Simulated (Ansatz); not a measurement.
Input and command of a calculation in Ansatz (plane waves; scalar-relativistic PAW potentials unless the input names others):

```yaml
crystal:
  lattice:
    - [-3.7051806621, 0.0, 3.6790720407]
    - [-3.7051806621, 0.0, -3.6790720407]
    - [-1.852590331, -7.3940130659, 0.0]
  atoms:
    - { symbol: Zr, position: [0.4276667303, 0.6776667303, 0.7893330788] }
    - { symbol: Zr, position: [0.9276667303, 0.1776667303, 0.7893330788] }
    - { symbol: Zr, position: [0.5723332697, 0.3223332697, 0.2106669212] }
    - { symbol: Zr, position: [0.0723332697, 0.8223332697, 0.2106669212] }
    - { symbol: Si, position: [0.5984500277, 0.8484500277, 0.1061998893] }
    - { symbol: Si, position: [0.0984500277, 0.3484500277, 0.1061998893] }
    - { symbol: Si, position: [0.4015499723, 0.1515499723, 0.8938001107] }
    - { symbol: Si, position: [0.9015499723, 0.6515499723, 0.8938001107] }
    - { symbol: Si, position: [0.7498438474, 0.9998438474, 0.5006246105] }
    - { symbol: Si, position: [0.2498438474, 0.4998438474, 0.5006246105] }
    - { symbol: Si, position: [0.2501561526, 0.0001561526, 0.4993753895] }
    - { symbol: Si, position: [0.7501561526, 0.5001561526, 0.4993753895] }
basis:
  ecutwfc: 420
kpoints:
  mp_grid: { grid: [8, 8, 6] }
hamiltonian:
  xc: pbe
scf:
  occupations: { method: gaussian, width: 0.1 }
  max_iter: 50
output:
  forces: true
  eigenvalues: true
  stress: true
relax:
  adjacent_minimum: "off"
  f_tol: 0.015
  max_steps: 60
  cell: { stress_tol: 0.15 }
total_charge: -4
```

```bash
ansatz run input.yaml --threads 2 --pin off --max-ram 5120MiB --backend cpu --events-out ev --progress --plain --runs-dir out
```

Abridged log:
```
The last accepted step is kept in <dir> (removed where the run ends without a failure and the disk answers)
Pseudopotentials: kind: paw
Pseudopotential: Zr, paw, valence charge 12, recommended cutoff 420 eV (normal)
Pseudopotential: Si, paw, valence charge 4, recommended cutoff 420 eV (normal)
Functional definition: PBE
Crystal: 12 atoms, lattice volume = 201.585 Å³
Basis set: ecut = 420 eV, 3967 PW (Γ), exchange–correlation on 72×72×108 points (8 copies of the dense FFT grid, shifted against one another)
Bands: 54, of which v1, the nominal top of the filled ones, is band 42 counted from 1 (41 counted from 0)
Symmetry: 8 space group operations
Space group: Cmcm (ITA 63), of the structure as read, at distance tolerance 5.9e-5 Å
k-points: 114 of 384
Initial density: superposition of atomic densities (neutral atoms scaled as one to the charged cell's electrons: chi_scale 0, normalization atom), corrected by the library's trained network
Initial wavefunctions: pseudopotential atomic-orbital guess
Functional: x = pbe(κ = 0.804, μ = 0.21951497), c = pbe(β = 0.06672455)
SCF iter   1: F=—  HF=-21784.485619 eV  |F-HF|=—  |Δ(HF+E_count)|=         —  Δρ=7.08e-2  dr2=2.88e1  ethr=1.77e-3  ⟨swp⟩=8.1  Hψ=30173  notcnv=0
SCF iter   2: F=—  HF=-21778.754563 eV  |F-HF|=—  |Δ(HF+E_count)|=    5.73e0  Δρ=2.69e-2  dr2=5.11e0  ethr=1.77e-3  ⟨swp⟩=3.2  Hψ=13575  notcnv=1  defer=552
SCF iter   3: F=—  HF=-21777.875071 eV  |F-HF|=—  |Δ(HF+E_count)|=   8.79e-1  Δρ=5.83e-3  dr2=1.73e-1  ethr=1.77e-3  ⟨swp⟩=3.8  Hψ=12627  notcnv=0  defer=558
SCF iter   4: F=—  HF=-21777.866675 eV  |F-HF|=—  |Δ(HF+E_count)|=   8.40e-3  Δρ=3.36e-3  dr2=6.08e-2  ethr=2.06e-4  ⟨swp⟩=3.0  Hψ=11457  notcnv=0  defer=543
SCF iter   5: F=—  HF=-21777.854118 eV  |F-HF|=—  |Δ(HF+E_count)|=   1.26e-2  Δρ=7.76e-4  dr2=3.41e-3  ethr=7.24e-5  ⟨swp⟩=2.4  Hψ=8268  notcnv=0  defer=544
SCF iter   6: F=—  HF=-21777.853512 eV  |F-HF|=—  |Δ(HF+E_count)|=   6.06e-4  Δρ=9.92e-5  dr2=3.16e-5  ethr=4.07e-6  ⟨swp⟩=2.1  Hψ=8003  notcnv=0  defer=544
SCF iter   7: F=—  HF=-21777.853650 eV  |F-HF|=—  |Δ(HF+E_count)|=   1.39e-4  Δρ=3.13e-5  dr2=2.85e-6  ethr=3.77e-8  ⟨swp⟩=2.1  Hψ=10348  notcnv=0  defer=527
SCF iter   8: F=-21777.853650 eV  HF=-21777.853650 eV  |F-HF|=2.57e-8  |Δ(HF+E_count)|=   3.27e-7  Δρ=4.47e-6  dr2=5.20e-8  ethr=1.19e-10  ⟨swp⟩=11.9  Hψ=36101  notcnv=0
SCF 1 converged in 8 iterations: F = -21777.853650 eV  dr2 = 5.20e-8
relax step   1: F+E_penalty+E_count = -21777.85365010 eV  Δ(F+E_penalty+E_count) = +0.000e0 eV  max|allowed force component| = 4.407e-1 eV/Å  Δτ_max = 0.0000 Å  P = -15.526 GPa  Ω = 201.585 Å³  (8 SCF iters, dr2 threshold 1.00e-7 eV, accepted)
Crystal: 12 atoms, lattice volume = 177.680 Å³
   ...
SCF iter   1: F=—  HF=-21767.635055 eV  |F-HF|=—  |Δ(HF+E_count)|=         —  Δρ=1.05e-4  dr2=1.86e-6  ethr=2.21e-7  ⟨swp⟩=3.0  Hψ=45577  notcnv=0
SCF iter   2: F=—  HF=-21767.635096 eV  |F-HF|=—  |Δ(HF+E_count)|=   4.03e-5  Δρ=5.50e-5  dr2=4.91e-7  ethr=2.22e-9  ⟨swp⟩=2.7  Hψ=11002  notcnv=0
SCF iter   3: F=—  HF=-21767.635098 eV  |F-HF|=—  |Δ(HF+E_count)|=   2.16e-6  Δρ=2.34e-6  dr2=2.76e-9  ethr=5.84e-10  ⟨swp⟩=2.0  Hψ=10944  notcnv=0
SCF iter   4: F=-21767.635098 eV  HF=-21767.635098 eV  |F-HF|=3.64e-12  |Δ(HF+E_count)|=   2.65e-9  Δρ=4.82e-7  dr2=1.95e-10  ethr=1.29e-12  ⟨swp⟩=6.4  Hψ=23089  notcnv=0
SCF 7 converged in 4 iterations: F = -21767.635098 eV  dr2 = 1.95e-10
SCF converged after 4 iterations
Free energy (F): -21767.635098 eV
Harris-Foulkes:  -21767.635098 eV  (|F-HF|=3.64e-12)
Internal energy: -21767.609467 eV  (E = F + TS)
E sigma→0 (E₀):  -21767.622282 eV
Entropy (-TS):   -0.025631 eV (-2.136 meV/atom)
Fermi energy:    15.479970 eV
--- Forces (eV/Å), atoms counted from 1 ---
  atom   1  Zr     0.00172971    -0.00049723     0.00000000
  atom   2  Zr     0.00172971    -0.00049723     0.00000000
  atom   3  Zr    -0.00172971     0.00049723     0.00000000
  atom   4  Zr    -0.00172971     0.00049723     0.00000000
  atom   5  Si     0.00088431     0.00381449     0.00000000
  atom   6  Si     0.00088431     0.00381449     0.00000000
  atom   7  Si    -0.00088431    -0.00381449     0.00000000
  atom   8  Si    -0.00088431    -0.00381449     0.00000000
  atom   9  Si     0.00031236     0.00018758     0.00000000
  atom  10  Si     0.00031236     0.00018758     0.00000000
  atom  11  Si    -0.00031236    -0.00018758     0.00000000
  atom  12  Si    -0.00031236    -0.00018758     0.00000000
--- Stress (GPa, compression-positive) ---
       -0.026813       0.000185       0.000000
        0.000185      -0.022546       0.000000
        0.000000       0.000000      -0.023105
  P = ⅓ Tr σ = -0.0242 GPa (-0.242 kbar)
--- Relaxed structure (6 steps of the walk, 5 accepted, 1 SCFs on fresh bases) ---
  F+E_penalty+E_count = -21767.63509775 eV   max|allowed force component| = 3.814e-3 eV/Å   (the final SCF, on the basis selected at the relaxed cell)
  cell:  # Å, volume = 176.2693 Å³
    - [-3.55173908, -0.00144129, 3.52068021]
    - [-3.55173908, -0.00144129, -3.52068021]
    - [-1.77874577, -7.04893418, 0.0]
  atoms:
    - { symbol: Zr, position: [0.42868658, 0.67868658, 0.78681505] }
    - { symbol: Zr, position: [0.92868658, 0.17868658, 0.78681505] }
    - { symbol: Zr, position: [0.57131341, 0.32131341, 0.21318494] }
    - { symbol: Zr, position: [0.07131341, 0.82131341, 0.21318494] }
    - { symbol: Si, position: [0.59720860, 0.84720860, 0.11042430] }
    - { symbol: Si, position: [0.09720860, 0.34720860, 0.11042430] }
    - { symbol: Si, position: [0.40279139, 0.15279139, 0.88957569] }
    - { symbol: Si, position: [0.90279139, 0.65279139, 0.88957569] }
    - { symbol: Si, position: [0.74997210, 0.99997210, 0.50079228] }
    - { symbol: Si, position: [0.24997210, 0.49997210, 0.50079228] }
    - { symbol: Si, position: [0.25002789, 2.78940439e-5, 0.49920771] }
    - { symbol: Si, position: [0.75002789, 0.50002789, 0.49920771] }
```

Question: What should be changed?

Answer: The fault is a net charge on a solid that should be neutral, 4 electrons a cell too many, offset by a uniform background, so that energy and pressure hang on that convention (total_charge: not typed → -4, the first being the value of the sound run). Setting it back cures it. The run converged all the same, with a total energy on another zero, a relaxed volume of 14.69 Å³/atom, pressure -0.02 GPa (with the neutralising background of the charged cell), largest force 0.004 eV/Å, no gap on the mesh, so convergence alone doesn't show that an input is right. A reference run from the same start on usual settings converged, and the end of its own relaxation has a relaxed volume of 16.80 Å³/atom, pressure 0.01 GPa, largest force 0.012 eV/Å, no gap on the mesh.

Time: 3.4 min on 2 threads of AMD EPYC 7R43 64-Core Processor (Zen 3), with other jobs on the host, peak memory 1.2 GiB.